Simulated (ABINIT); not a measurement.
# Mo (P-1) in ABINIT: reference runs, part 2 of 2

ABINIT 10.8.3 (patched build). The steps go on from the part before.

### Step 3. Single point, PBE

File run.py:

```python
import json, os
import numpy as np
from ase.units import GPa
from ase.calculators.abinit import Abinit, AbinitProfile
from ase.io import read

atoms = read('Mo.xyz')

profile = AbinitProfile(command='abinit', pp_paths=[os.path.abspath('pseudos')])
params = dict(
    pps='pawxml', xc='PBE',
    chksymtnons=0,
    tolsym=1e-06,
    ecut=408.1708,
    pawecutdg=816.3416,
    pawxcdev=0,
    kptopt=1,
    ngkpt=[11, 11, 10],
    nshiftk=1,
    shiftk=[0.0, 0.0, 0.0],
    ixc=11,
    nband=11,
    occopt=3,
    tsmear=0.05,
    nstep=100,
    tolvrs=1e-09,
    prtwf=0,
    prtden=0,
)

atoms.calc = Abinit(profile=profile, directory='run', **params)
energy = atoms.get_potential_energy()
forces = atoms.get_forces()
stress = atoms.get_stress()
print(f'energy {energy:.6f} eV')
print('forces (eV/A)')
print(np.round(forces, 5))
print('stress (GPa, Voigt, tension positive)', np.round(stress / GPa, 4))
json.dump(dict(energy=energy, forces=forces.tolist(), stress=stress.tolist(), cell=atoms.cell.tolist(), frac=atoms.get_scaled_positions(wrap=False).tolist()), open('results.json', 'w'))
```

File Mo.xyz:

```xyz
1
Lattice="2.8244807000 -0.0180516400 -0.0483609000 -1.4278735300 2.3175461800 0.0145522700 -0.0451728600 -0.0103847700 2.5373308300" Properties=species:S:1:pos:R:3 pbc="T T T"
Mo    -0.0225864300     -0.0051923850      1.2686654150
```

Potentials or basis: JTH PAW PBE v2.0.

Run with:

```bash
$ python run.py
```

Log:

```text
energy -1872.521580 eV
forces (eV/A)
[[-0. -0. -0.]]
stress (GPa, Voigt, tension positive) [-7.5183 -5.3162  2.4088  0.6584  2.9558 -0.0635]
```

abinit.in:

```text
chksymtnons 0
ecut 408.1708 eV
ixc 11
kptopt 1
natom 1
nband 11
ngkpt
11 11 10
nshiftk 1
nsppol 1
nstep 100
occopt 3
pawecutdg 816.3416 eV
pawxcdev 0
prtden 0
prtwf 0
shiftk
0.0 0.0 0.0
tolsym 1e-06
tolvrs 1e-09
tsmear 0.05 eV
#Definition of the unit cell
acell
1.00000000000000 1.00000000000000 1.00000000000000 Angstrom
rprim
2.82448070000000 -0.01805164000000 -0.04836090000000
-1.42787353000000 2.31754618000000 0.01455227000000
-0.04517286000000 -0.01038477000000 2.53733083000000
chkprim 0 # Allow non-primitive cells
#Definition of the atom types
ntypat 1
znucl 42
#Enumerate different atomic species
typat
 1
pseudos "./pseudos/Mo.GGA_PBE-JTH.xml"
#Definition of the atoms
xcart
-0.04268216686039 -0.00981218558990 2.39743017967125
chkexit 1 # abinit.exit file in the running directory terminates after the current SCF
```

abinit.abo:

```text
.Version 10.8.3 of ABINIT
 Symmetries : space group P-1 (#  2); Bravais aP (primitive triclinic)
================================================================================
 Values of the parameters that define the memory need of the present run
     intxc =       0    ionmov =       0      iscf =      17    lmnmax =      18
     lnmax =       6     mgfft =      20  mpssoang =       3    mqgrid =    3001
     natom =       1  nloc_mem =       2    nspden =       1   nspinor =       1
    nsppol =       1      nsym =       2    n1xccc =       1    ntypat =       1
    occopt =       3   xclevel =       2
       mpw =         324          nfft =        6480          nkpt =         606
 PAW method is used; the additional fine FFT grid is defined by:
   mgfftf=        30    nfftf =     19440
================================================================================
================================================================================

--------------------------------------------------------------------------------
------------- Echo of variables that govern the present computation ------------
--------------------------------------------------------------------------------
 -outvars: echo values of preprocessed input variables --------
            acell      1.8897261259E+00  1.8897261259E+00  1.8897261259E+00 Bohr
              amu      9.59400000E+01
          chkexit           1
          chkprim           0
      chksymtnons           0
             ecut      1.50000002E+01 Hartree
                       outvar_i_n : Printing only first  50 k-points.
              ixc          11
                       outvar_i_n : Printing only first  50 k-points.
         kptrlatt       11    0    0      0   11    0      0    0   10
          kptrlen      4.79566034E+01
            natom           1
            nband          11
            ngfft          20      18      18
          ngfftdg          30      27      24
             nkpt         606
            nstep         100
             nsym           2
           ntypat           1
                       prtocc : prtvol=0, do not print more k-points.
           occopt           3
        pawecutdg      3.00000005E+01 Hartree
         pawxcdev           0
           prtden           0
            prtwf           0
            rprim      2.8244807000E+00 -1.8051640000E-02 -4.8360900000E-02
                      -1.4278735300E+00  2.3175461800E+00  1.4552270000E-02
                      -4.5172860000E-02 -1.0384770000E-02  2.5373308300E+00
          spgroup           2
           tolsym      1.00000000E-06
           tolvrs      1.00000000E-09
           tsmear      1.83746611E-03 Hartree
            typat      1
           useylm           1
                       outvars : Printing only first  50 k-points.
           xangst     -2.2586429999E-02 -5.1923849998E-03  1.2686654150E+00
            xcart     -4.2682166860E-02 -9.8121855899E-03  2.3974301797E+00
             xred     -1.2900696072E-16  8.6254615987E-16  4.9999999998E-01
            znucl       42.00000

[... 104 lines left out ...]
================================================================================

 ----iterations are completed or convergence reached----

 Mean square residual over all n,k,spin=   17.634E-08; max=  35.429E-05
 reduced coordinates (array xred) for    1 atoms
      -0.000000000000      0.000000000000      0.499999999981
 rms dE/dt=  0.0000E+00; max dE/dt=  0.0000E+00; dE/dt below (all hartree)
    1       0.000000000000      0.000000000000      0.000000000000

 cartesian coordinates (angstrom) at end:
    1     -0.02258642999915    -0.00519238499980     1.26866541495243

 cartesian forces (hartree/bohr) at end:
    1     -0.00000000000000    -0.00000000000000    -0.00000000000000
 frms,max,avg= 0.0000000E+00 0.0000000E+00   0.000E+00  0.000E+00  0.000E+00 h/b

 cartesian forces (eV/Angstrom) at end:
    1     -0.00000000000000    -0.00000000000000    -0.00000000000000
 frms,max,avg= 0.0000000E+00 0.0000000E+00   0.000E+00  0.000E+00  0.000E+00 e/A
 length scales=  1.889726125908  1.889726125908  1.889726125908 bohr
              =  1.000000000000  1.000000000000  1.000000000000 angstroms
 Fermi (or HOMO) energy (hartree) =   0.46739   Average Vxc (hartree)=  -0.45318
 Eigenvalues (hartree) for nkpt= 606  k points:
 kpt#   1, nband= 11, wtk=  0.00083, kpt=  0.0000  0.0000  0.0000 (reduced coord)
  -1.77954   -0.80036   -0.79584   -0.79270    0.21514    0.30586    0.40717    0.45442
   0.61279    0.62106    0.94460
      occupation numbers for kpt#   1
   2.00000    2.00000    2.00000    2.00000    2.00000    2.00000    2.00000    1.99828
   0.00000    0.00000    0.00000
 prteigrs : prtvol=0 or 1, do not print more k-points.

--- !EnergyTerms
iteration_state     : {dtset: 1, }
comment             : Components of total free energy in Hartree
kinetic             :  9.76237250445210E+00
hartree             :  1.12776198570514E+01
xc                  : -3.85296345324114E+00
Ewald energy        : -5.82140403939403E+01
psp_core            :  3.47562362985933E+00
local_psp           : -3.97853453005709E+01
PAW spherical_terms :  8.52309289934864E+00
internal            : -6.88136402570408E+01
'-kT*entropy'       : -2.58583216032509E-04
total_energy        : -6.88138988402569E+01
total_energy_eV     : -1.87252158043409E+03
...

--- !EnergyTermsDC
iteration_state     : {dtset: 1, }
comment             : '"Double-counting" decomposition of free energy'
band_energy         : -6.23808141818457E+00
Ewald energy        : -5.82140403939403E+01
psp_core            :  3.47562362985933E+00
xc_dc               : -1.01047184261885E+01
PAW spherical_terms :  2.26761315934605E+00
internal            : -6.88136034491080E+01
'-kT*entropy'       : -2.58583216032509E-04
total_energy_dc     : -6.88138620323240E+01
total_energy_dc_eV  : -1.87252057883922E+03
...

--- !EnergyTermsWithPAWCore
iteration_state     : {dtset: 1, }
comment             : 'Components of total free energy, including PAW core contributions'
Total energy        : -4.04898891132487E+03
Total energy DC     : -4.04898887451694E+03
Total energy (eV)   : -1.10178601171755E+05
Total energy DC (eV): -1.10178600170160E+05
...

 Cartesian components of stress tensor (hartree/bohr^3)
  sigma(1 1)= -2.55541001E-04  sigma(3 2)=  2.23790914E-05
  sigma(2 2)= -1.80694781E-04  sigma(3 1)=  1.00466846E-04
  sigma(3 3)=  8.18724761E-05  sigma(2 1)= -2.15788084E-06

-Cartesian components of stress tensor (GPa)         [Pressure=  3.4752E+00 GPa]
- sigma(1 1)= -7.51827582E+00  sigma(3 2)=  6.58415600E-01
- sigma(2 2)= -5.31622401E+00  sigma(3 1)=  2.95583665E+00
- sigma(3 3)=  2.40877141E+00  sigma(2 1)= -6.34870461E-02

== END DATASET(S) ==============================================================
================================================================================

 -outvars: echo values of variables after computation  --------
            acell      1.8897261259E+00  1.8897261259E+00  1.8897261259E+00 Bohr
           etotal     -6.8813862032E+01
            fcart     -0.0000000000E+00 -0.0000000000E+00 -0.0000000000E+00
            rprim      2.8244807000E+00 -1.8051640000E-02 -4.8360900000E-02
                      -1.4278735300E+00  2.3175461800E+00  1.4552270000E-02
                      -4.5172860000E-02 -1.0384770000E-02  2.5373308300E+00
           strten     -2.5554100117E-04 -1.8069478141E-04  8.1872476147E-05
                       2.2379091383E-05  1.0046684557E-04 -2.1578808360E-06
           xangst     -2.2586429999E-02 -5.1923849998E-03  1.2686654150E+00
             xred     -1.2900696072E-16  8.6254615987E-16  4.9999999998E-01
 Calculation completed.
```

Run time: 48 s. Hardware: 1 thread of Intel Xeon Platinum 8259CL at 2.50GHz (Skylake/Cascade Lake), shared host; peak memory 0.17 GiB.

What came out:

```yaml
Free_energy: -1872.5206 eV
Pressure: 3.5 GPa
Band_gap_on_the_k_mesh: none (metal or under the smearing width)
Valence_electrons_inside_the_program's_atomic_spheres: Mo 11.37 (radii [1.1681] Å)
```

Stress tensor (GPa, compression positive):
```
 7.52  0.06 -2.96
 0.06  5.32 -0.66
-2.96 -0.66 -2.41
```
